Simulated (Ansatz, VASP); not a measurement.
**Cross-check of Al36N35 (V_N) between VASP and Ansatz**

Wanted: the spread between two codes on one cell, functional and k mesh. The cell is taken from a series of runs on this material, whose earlier steps may have relaxed, scaled, displaced or heated it; both programs get it as it stands.

Main program and level: Ansatz 0.2.0; plane waves, with VASP 6.6.1 beside it; single point at r2SCAN.

## Step 1: Set-up

The cell holds 71 atoms: 36 Al and 35 N. Cell: a = 9.320 Å, b = 9.320 Å, c = 9.957 Å, α = 90.0°, β = 90.0°, γ = 120.0°. It derives from AlN (AlN (P6_3mc)). Nearest the centre at fractional (0.556, 0.444, 0.440): Al18 at 1.76 Å, Al30 at 1.78 Å, Al14 at 1.79 Å, Al17 at 1.86 Å, Al19 at 3.02 Å, N53 at 3.03 Å, N64 at 3.07 Å, N67 at 3.07 Å.

Coordinates:

```
Al N
1.0
     9.32009    0.00000    0.00000
    -4.66004    8.07143    0.00000
     0.00000    0.00000    9.95712
Al N
36 35
Direct
  0.22255 0.11003 0.24903
  0.11285 0.22303 0.49896
  0.22198 0.11059 0.74818
  0.11072 0.22112 0.99987
  0.22443 0.44346 0.25124
  0.11057 0.55521 0.49942
  0.22092 0.44413 0.75075
  0.11074 0.55432 0.00049
  0.22231 0.77680 0.24972
  0.11126 0.88783 0.49925
  0.22207 0.77701 0.74932
  0.11109 0.88807 0.99876
  0.55467 0.11091 0.25032
  0.44050 0.23345 0.49506
  0.55501 0.11063 0.74784
  0.44448 0.22135 0.99588
  0.55986 0.43943 0.25402
  0.45318 0.54597 0.50428
  0.55425 0.44478 0.74354
  0.44555 0.55352 0.99937
  0.55568 0.77471 0.25119
  0.44386 0.88847 0.49944
  0.55492 0.77808 0.75081
  0.44478 0.88839 0.00050
  0.88866 0.11041 0.25067
  0.77570 0.22339 0.49885
  0.88846 0.11058 0.74862
  0.77757 0.22149 0.99937
  0.88821 0.44442 0.25026
  0.76562 0.55857 0.49496
  0.88840 0.44406 0.74785
  0.77776 0.55461 0.99582
  0.88911 0.77654 0.24900
  0.77601 0.88615 0.49894
  0.88844 0.77704 0.74817
  0.77799 0.88836 0.99987
  0.21625 0.10584 0.43850
  0.11089 0.22085 0.19018
  0.22095 0.11021 0.93863
  0.11070 0.22174 0.69026
  0.22340 0.44575 0.44082
  0.11196 0.55394 0.19097
  0.22150 0.44339 0.94183
  0.11063 0.55488 0.69019
  0.22191 0.77720 0.44004
  0.11168 0.88745 0.18860
  0.22229 0.77685 0.94014
  0.11115 0.88788 0.69008
  0.55262 0.11315 0.44097
  0.44283 0.21739 0.18460
  0.55592 0.10981 0.93877
  0.44359 0.21982 0.69010
  0.44688 0.55225 0.19140
  0.55563 0.44346 0.93688
  0.44134 0.55764 0.69680
  0.55333 0.77571 0.44074
  0.44516 0.88716 0.19093
  0.55571 0.77761 0.94187
  0.44425 0.88840 0.69020
  0.88735 0.11172 0.44093
  0.77773 0.22131 0.19014
  0.88853 0.11056 0.93980
  0.77761 0.22151 0.68963
  0.88597 0.44642 0.44087
  0.78180 0.55630 0.18451
  0.88932 0.44318 0.93877
  0.77917 0.55543 0.69008
  0.89330 0.78286 0.43844
  0.77829 0.88822 0.19016
  0.88895 0.77818 0.93862
  0.77726 0.88830 0.69025
```

## Step 2: Ansatz: single point, r2SCAN

Ansatz runs on its default PAW (the set named soft_2) files.

A single point gives forces, pressure and levels at one fixed geometry, so differences don't come from the geometry; what else differs is listed under the comparison.

input.yaml

```yaml
crystal:
  checkpoint: "../qm1_M2.relax.run"
  host: checkpoint
basis:
  ecutwfc: 500
  xc_grid: 2
hamiltonian:
  xc: r2scan
kpoints:
  mp_grid: { grid: [2, 2, 2], shift: [0.5, 0.5, 0.5] }
scf:
  occupations: { method: fermi_dirac, width: 0.01 }
  max_iter: 60
output:
  forces: true
  eigenvalues: true
  charged_corrections: { defect_position: [0.555556, 0.444444, 0.440398] }
checkpoint:
  read: "../qm1_M2.relax.run"
  write: "../qm1_M2.point_neutral.run"
  compress: false
  write_wavefunctions: false
  write_every: 100000
magnetization:
  spin_polarized: true
  initial_magnetization: 1
  spin_locking: { lock_magnetization: hard }
```

The run is started by

```bash
$ ansatz run input.yaml --threads 4 --pin off --max-ram 7536MiB --backend cpu --events-out ev --progress --plain --runs-dir out
```

Numbers of over 12 decimals in the logs are rounded to 6 here.

Log:

```text
Warning: This run holds its total moment fixed (magnetization.spin_locking.lock_magnetization: hard) and mixes its density by anderson or broyden (scf.mixing.algorithm, typed or taken by auto). Slabs with a fixed moment have converged under broyden above another state at the same moment, at the default mixing steps and at smaller ones, and under scf.lower_state_search: standard, light or off a state that such a mixer [...]
checkpoint.read: neither the saved density nor the saved orbitals are used: the state is of another total charge, and does not settle where this run's electrons and spins go. The run starts from its atoms. Which states do: the manual's quickstart, A charge series.
crystal.checkpoint: the structure is that of <dir>, a `relax` run, at its step 10: its result, under r2scan at a charge of -1 e; 71 atoms read, 0 with a starting moment; this deck's charge is 0 e; no density is read with it (checkpoint.read); crystal.structure_sha256 for this input is
Engine: ansatz 0.2.0, aarch64-unknown-linux-gnu
Pseudopotentials: kind: paw
Pseudopotential: Al, paw, valence charge 3, recommended cutoff 500 eV (meta_gga), Al.paw.azcp
Pseudopotential: N, paw, valence charge 5, recommended cutoff 500 eV (meta_gga), N.paw.azcp
Functional definition: r2SCAN
  parameter k0 = 0.174
  parameter k1 = 0.065
  parameter a1 = 4.9479
  exchange = r2scan_x(k0 = k0, k1 = k1, a1 = a1)
  correlation = r2scan_c
Crystal: 71 atoms, lattice volume = 749.039 Å³
Basis set: ecut = 500 eV, 18913 PW (Γ), exchange–correlation on 144×144×150 points (8 copies of the dense FFT grid, shifted against one another)
Bands: 213, of which v1, the nominal top of the filled ones, is band 142 counted from 1 (141 counted from 0)
Symmetry: 1 space group operations
Space group: P1 (ITA 1), of the structure as read, at distance tolerance 9.1e-5 Å
Magnetic group: BNS 1.1 (UNI 1), of the structure as read, at distance tolerance 9.1e-5 Å
k-points: 4 of 8 (time reversal used)
Non-local potential: Al, projectors of the file, l = 0: 2, l = 1: 2, l = 2: 1
Non-local potential: N, projectors of the file, l = 0: 2, l = 1: 2, l = 2: 1
PAW form: soft (Blöchl's): semilocal exchange-correlation on the pseudo side does not see the compensation charge
PAW frozen core: Al, regenerated for the run's functional (the file was generated under x = pbe(κ = 0.804, μ = 0.219515), c = pbe(β = 0.066725))
PAW frozen core: N, regenerated for the run's functional (the file was generated under x = pbe(κ = 0.804, μ = 0.219515), c = pbe(β = 0.066725))
PAW one-centre angular grid: Al, 302 points (default); XC on 160 Gauss nodes
PAW one-centre angular grid: N, 302 points (default); XC on 160 Gauss nodes
Initial density: superposition of atomic densities (chi_scale 0.1, normalization cell, long waves kept (reshape's long-wave potential 0.24 eV rms))
Starting moments: Σ|m| = 1 μB on 71 of 71 sites
Initial wavefunctions: pseudopotential atomic-orbital guess
Functional: x = r2scan, c = r2scan; τ floored in thin density (d = 2e-4 eV/Å³)
SCF iter   1: F=—  HF=-33068.053590 eV  |F-HF|=—  |Δ(HF+E_count)|=         —  Δρ=6.63e-2 (↑6.56e-2 ↓6.63e-2)  dr2=1.62e2  dr2_τ=4.97e0  dr2_m=3.92e-2  M=1.000 μB ∫|m|=1.004 μB  β_m=1.20  ethr=3.10e-3  ⟨swp⟩=6.0  Hψ=6902  notcnv=0  defer=292
preconditioner: auto → Resta (q_TF=auto, 2.320 Å⁻¹)  ε∞=3.3  [insulator: Δε(μ)=0.032 eV  Ē_g=15.009 eV  σ=0.010 eV  W_gap=0.66  n_scr=144 (ndim 8)  ℏωp=22.8 eV  f_vac=0.000  D(μ)=12.01/eV (n_scr^D=70)  ε∞_Penn≈3.3]
spin=Collinear: Resta preconditioning applied to the charge; magnetization (m = ρ↑ − ρ↓) channel mixes plain (no charge-response kernel on spin).
SCF iter   2: F=—  HF=-33036.624329 eV  |F-HF|=—  |Δ(HF+E_count)|=    3.14e1  Δρ=3.40e-2 (↑3.40e-2 ↓3.39e-2)  dr2=4.31e1  dr2_τ=4.11e-1  dr2_m=2.35e-3  M=1.000 μB ∫|m|=1.087 μB  β_m=1.20  ethr=3.10e-3  ⟨swp⟩=3.0  Hψ=3174  notcnv=0  defer=530  κ⁻¹=1.0e0(r=1)
SCF iter   3: F=—  HF=-33032.650879 eV  |F-HF|=—  |Δ(HF+E_count)|=    3.97e0  Δρ=1.75e-2 (↑1.75e-2 ↓1.74e-2)  dr2=5.90e0  dr2_τ=6.08e-2  dr2_m=3.87e-3  M=1.000 μB ∫|m|=1.173 μB  β_m=1.20  ethr=3.10e-3  ⟨swp⟩=3.0  Hψ=3243  notcnv=0  defer=526  κ⁻¹=6.3e-2(r=2)
SCF iter   4: F=—  HF=-33033.305543 eV  |F-HF|=—  |Δ(HF+E_count)|=   6.55e-1  Δρ=1.17e-2 (↑1.17e-2 ↓1.17e-2)  dr2=2.13e0  dr2_τ=3.08e-2  dr2_m=5.38e-4  M=1.000 μB ∫|m|=1.201 μB  β_m=1.20  ethr=2.08e-3  ⟨swp⟩=2.2  Hψ=2026  notcnv=0  defer=521  κ⁻¹=6.3e-3(r=3)
[...]
atom  58  N     -0.28465988     0.03563621     0.04476566
  atom  59  N     -0.25087598    -0.09072518     0.43699248
  atom  60  Al     0.33054975    -0.26389565     0.10295106
  atom  61  Al    -0.00799592     0.03602343    -0.08015939
  atom  62  N     -0.08478052     0.06564695    -0.06211612
  atom  63  N     -0.86092562     0.00337316    -0.89226373
  atom  64  Al     0.06106855     0.12938434    -0.54525392
  atom  65  Al    -0.14423598     0.87489002     0.12294208
  atom  66  N     -0.78805704    -0.79073537     0.15838050
  atom  67  N     -0.02369823    -0.08663291     0.22707658
  atom  68  Al     0.03628381     0.33405796     0.25444054
  atom  69  Al    -0.03759992     0.05680690    -0.08111842
  atom  70  N      0.06458318    -0.12993747    -0.02624410
  atom  71  N     -0.00609895    -0.22343111    -0.22325945
  max |Σ_I F_I| component: 1.13e-2 eV/Å
--- Band table (eV; the first three rows and the last of 8) ---
  k-point 0 ↑: bands = [... 138 lower, 6.4900, 6.5309, 6.6198, 9.6975, 10.0164, 11.0371, 12.3961, 12.8117, ... 67 higher]
  k-point 1 ↑: bands = [... 138 lower, 6.4854, 6.5320, 6.6266, 9.6930, 10.0220, 11.0360, 12.4001, 12.8084, ... 67 higher]
  k-point 2 ↑: bands = [... 138 lower, 6.4211, 6.6057, 6.6592, 9.7648, 10.2967, 10.9798, 12.5275, 12.5779, ... 67 higher]
  k-point 3 ↓: bands = [... 138 lower, 6.4991, 6.6132, 6.6711, 10.4050, 11.0363, 11.2712, 12.6061, 12.7321, ... 67 higher]
```

Reading the cycles: dr2 is the Hartree energy of the density residual (eV), the measure of convergence; HF is the Harris–Foulkes estimate of the energy, which meets the free energy F at convergence.

## Step 3: VASP: single point, r2SCAN

The same cell, functional, mesh and smearing now go to VASP, with its own data sets.

Lines of VASP's logs that name or quote its potential files are left out, and so is its time.

INCAR

```
SYSTEM = Al36N35
PREC = Accurate
ENCUT = 580
EDIFF = 1E-06
NELM = 200
ISMEAR = -1
SIGMA = 0.01
LREAL = Auto
ALGO = Normal
METAGGA = R2SCAN
LASPH = .TRUE.
NBANDS = 192
ISPIN = 2
MAGMOM = 0 -0 0 0 0 0 0 0 0 0 0 0 -0 0.02 0 0 0.03 0.03 0 0 -0 0 0 0 0 0 0 0 -0 0.01 0 0 -0 0 0 0 0.01 0 0 0 0.02 0 0 0 0 0 0 0 0 0.01 0 0.03 0.01 -0 0.04 -0 0 0 0 0 0 0 0 0.02 0.05 0 0 0.01 0 0 0
LORBIT = 11
LWAVE = .FALSE.
LCHARG = .FALSE.
ISIF = 2
ISYM = 0
NUPDOWN = 1
GGA_COMPAT = .FALSE.
LMIXTAU = .TRUE.
KPAR = 4
```

POSCAR

```
Al36N35
1.0
    9.3200881827      0.0000000860      0.0000000000
   -4.6600441658      8.0714330888      0.0000000000
    0.0000000000      0.0000000000      9.9571207050
Al N
36 35
Direct
    0.2225454675      0.1100304671      0.2490295105
    0.1128479967      0.2230285818      0.4989567753
    0.2219825252      0.1105870461      0.7481803325
    0.1107214296      0.2211225123      0.9998660049
    0.2244281288      0.4434629554      0.2512446190
    0.1105682722      0.5552071837      0.4994171118
    0.2209189330      0.4441271389      0.7507499058
    0.1107393125      0.5543161269      0.0004877280
    0.2223101954      0.7767990460      0.2497208804
    0.1112634971      0.8878344830      0.4992521709
    0.2220692256      0.7770122772      0.7493169381
    0.1110881633      0.8880670828      0.9987586495
    0.5546734937      0.1109095728      0.2503180845
    0.4405004921      0.2334534845      0.4950648094
    0.5550132314      0.1106250594      0.7478444240
    0.4444830649      0.2213484597      0.9958797344
    0.5598567810      0.4394268869      0.2540233905
    0.4531753824      0.5459693639      0.5042811003
    0.5542502677      0.4447753429      0.7435400822
    0.4455534683      0.5535169295      0.9993695119
    0.5556784189      0.7747136611      0.2511902669
    0.4438619954      0.8884655348      0.4994364973
    0.5549196987      0.7780803526      0.7508055662
    0.4447800100      0.8883894661      0.0004954124
    0.8886629788      0.1104054083      0.2506667314
    0.7756978267      0.2233924198      0.4988460815
    0.8884631084      0.1105765734      0.7486188262
    0.7775731318      0.2214940593      0.9993699096
    0.8882100812      0.4444202705      0.2502606437
    0.7656192006      0.5585720858      0.4949628202
    0.8884034632      0.4440568344      0.7478463818
    0.7777632994      0.5546083783      0.9958159441
    0.8891066452      0.7765426120      0.2489999737
    0.7760147004      0.8861491138      0.4989406390
    0.8884438166      0.7770439070      0.7481742226
    0.7779924893      0.8883580602      0.9998678459
    0.2162518730      0.1058363777      0.4385023824
    0.1108882639      0.2208534955      0.1901812165
    0.2209476446      0.1102077569      0.9386309416
    0.1107046802      0.2217400990      0.6902634806
    0.2233991035      0.4457545019      0.4408152200
    0.1119621177      0.5539352325      0.1909681975
    0.2214979114      0.4433875471      0.9418280876
    0.1106321704      0.5548818652      0.6901860846
    0.2219065323      0.7771952320      0.4400377780
    0.1116765979      0.8874497895      0.1886020273
    0.2222918324      0.7768461684      0.9401435691
    0.1111466616      0.8878815744      0.6900756074
    0.5526215299      0.1131491477      0.4409715542
    0.4428279282      0.2173850735      0.1846046093
    0.5559175238      0.1098099078      0.9387659439
    0.4435873409      0.2198213738      0.6901020820
    0.4468760891      0.5522470067      0.1913995220
    0.5556256477      0.4434641155      0.9368827852
    0.4413441103      0.5576403261      0.6967964086
    0.5533283015      0.7757105618      0.4407399872
    0.4451561704      0.8871648361      0.1909275164
    0.5557132523      0.7776131273      0.9418727724
    0.4442451449      0.8884046869      0.6901987554
    0.8873494573      0.1117231643      0.4409333195
    0.7777279322      0.2213056711      0.1901425789
    0.8885252772      0.1105619788      0.9397989535
    0.7776136783      0.2215091941      0.6896315372
    0.8859744902      0.4464178199      0.4408702098
    0.7817951859      0.5563030066      0.1845072065
    0.8893180318      0.4431778642      0.9387743190
    0.7791677503      0.5554253268      0.6900818986
    0.8933027647      0.7828590286      0.4384438728
    0.7782876631      0.8882194867      0.1901556309
    0.8889469582      0.7781769842      0.9386226477
    0.7772592142      0.8882987222      0.6902516763
```

KPOINTS

```
Points of the shifted mesh
8
Reciprocal
 0.2500000000  0.2500000000  0.2500000000 1
 0.2500000000  0.2500000000  0.7500000000 1
 0.2500000000  0.7500000000  0.2500000000 1
 0.2500000000  0.7500000000  0.7500000000 1
 0.7500000000  0.2500000000  0.2500000000 1
 0.7500000000  0.2500000000  0.7500000000 1
 0.7500000000  0.7500000000  0.2500000000 1
 0.7500000000  0.7500000000  0.7500000000 1
```

The projector-augmented-wave data sets are Al and N (PBE family, release 64).

The run is started by

```bash
$ mpirun -np 8 vasp_std
```

Log:

```text
[banner, memory and clock lines left out]
running    8 mpi-ranks, on    1 nodes
[...]
|                                                                             |
|           W    W    AA    RRRRR   N    N  II  N    N   GGGG   !!!           |
|           W    W   A  A   R    R  NN   N  II  NN   N  G    G  !!!           |
|           W    W  A    A  R    R  N N  N  II  N N  N  G       !!!           |
|           W WW W  AAAAAA  RRRRR   N  N N  II  N  N N  G  GGG   !            |
|           WW  WW  A    A  R   R   N   NN  II  N   NN  G    G                |
|           W    W  A    A  R    R  N    N  II  N    N   GGGG   !!!           |
|                                                                             |
|     For optimal performance we recommend to set                             |
|       NCORE = 2 up to number-of-cores-per-socket                            |
|     NCORE specifies how many cores store one orbital (NPAR=cpu/NCORE).      |
|     This setting can greatly improve the performance of VASP for DFT.       |
[...]
|                                                                             |
|     You enforced a specific xc type in the INCAR file but a different       |
|     [... a line on the potential file left out ...]
|     I HOPE YOU KNOW WHAT YOU ARE DOING!                                     |
|                                                                             |

 LDA part: xc-table for (None), standard interpolation
 POSCAR, INCAR and KPOINTS ok, starting setup
[...]
entering main loop
       N       E                     dE             d eps       ncg     rms          rms(c)
DAV:   1     0.113797933140E+04    0.11380E+04   -0.14467E+05  6144   0.150E+03
DAV:   2    -0.678873604483E+03   -0.18169E+04   -0.17350E+04  7632   0.299E+02
DAV:   3    -0.826360768094E+03   -0.14749E+03   -0.14625E+03  7392   0.919E+01
DAV:   4    -0.828800272982E+03   -0.24395E+01   -0.24285E+01  7328   0.124E+01
[...]
DAV:  25    -0.675833610918E+03   -0.23864E-05   -0.52919E-05  7040   0.133E-02    0.133E-02
DAV:  26    -0.675833611370E+03   -0.45138E-06   -0.13957E-05  7256   0.815E-03    0.113E-02
DAV:  27    -0.675833611949E+03   -0.57927E-06   -0.79143E-07  3896   0.218E-03
   1 F= -.67583361E+03 E0= -.67583361E+03  d E =-.522590E-06  mag=     1.0000
```

From OUTCAR (step 3):

```text
  FREE ENERGIE OF THE ION-ELECTRON SYSTEM (eV)
  ---------------------------------------------------
  free  energy   TOTEN  =      -675.8336119491 eV

  energy  without entropy=     -675.8336114265  energy(sigma->0) =     -675.83361169

 magnetization (x)
# of ion       s       p       d       tot
------------------------------------------
    1       -0.000   0.000   0.000   0.000
    2       -0.000  -0.000   0.000  -0.001
    3       -0.000   0.000   0.000   0.000
    4        0.000   0.000   0.000   0.000
    5       -0.000   0.000   0.000  -0.000
    6        0.002   0.002   0.000   0.004
    7        0.000   0.001   0.000   0.001
    8        0.000   0.000   0.000   0.000
    9        0.000   0.000   0.000   0.000
   10        0.002   0.002   0.000   0.003
   11        0.000  -0.000   0.000   0.000
   12        0.000   0.000   0.000   0.000
   13       -0.000  -0.000   0.000  -0.000
[...]
--------------------------------------------------
tot          0.110   0.271   0.000   0.381
```

The run ends at a pressure of -0.72 GPa, with forces up to 2.2 eV/Å.

## Step 4: Side by side

Known differences besides the potentials themselves: VASP starts from the moments at which Ansatz ended; VASP keeps PBE cores, Ansatz makes them for the functional; the cutoff is 500 eV in Ansatz and 580 eV in VASP (PREC = Accurate, projectors in real space); site moments are counted in spheres of each program's own size. Total energies have different zeros and are not compared.

Compared:

```tsv
quantity	Ansatz	VASP	difference
total moment, fixed by the input (μB)	1.00	1.00	0.00
moment on Al17 (μB)	0.04	0.07	-0.04
```

Forces on 8 of the 71 atoms, those with the largest forces and the largest differences (eV/Å; atoms numbered as in POSCAR):

```tsv
atom	Ansatz x, y, z	VASP x, y, z
Al14	0.420, -1.049, 1.186	0.443, -1.047, 1.185
Al16	-0.034, 0.061, -0.381	-0.034, 0.063, -0.357
Al17	0.304, 0.723, -1.619	0.305, 0.702, -1.628
Al18	-2.130, 0.253, 0.269	-2.132, 0.277, 0.283
Al30	1.905, -0.316, -0.061	1.897, -0.326, -0.033
N50	-0.129, 0.518, 1.188	-0.133, 0.508, 1.189
N67	-0.861, 0.003, -0.892	-0.857, 0.003, -0.878
N68	-0.788, -0.791, 0.158	-0.798, -0.795, 0.152
```

The forces differ by 5.9 meV/Å r.m.s., which is 1.6 % of the r.m.s. force of 0.368 eV/Å (both taken over all components).

## Step 5: What came out

```yaml
r_m_s_force_difference_single_point_r2scan: 1.6 % of the r.m.s. force
```

What this shows: The r.m.s. force difference is 1.6 % of the r.m.s. force (single point, r2SCAN), within the 3 % picked in this series as the mark of a large difference. How closely two codes agree says nothing of how well the functional describes the real material.

[Lines on the potential files, build, host, timing and source positions are cut from VASP's logs without a mark.]

[Logs are printed without paths, hosts, clocks, repeated set-up lines and the standing remarks that a program may print on its own settings, such as how far it seeks lower states.]

[Hosts, paths, dates, database ids (printed as entryN), source tags and the programs' standing remarks are cut or masked in the printed files.]
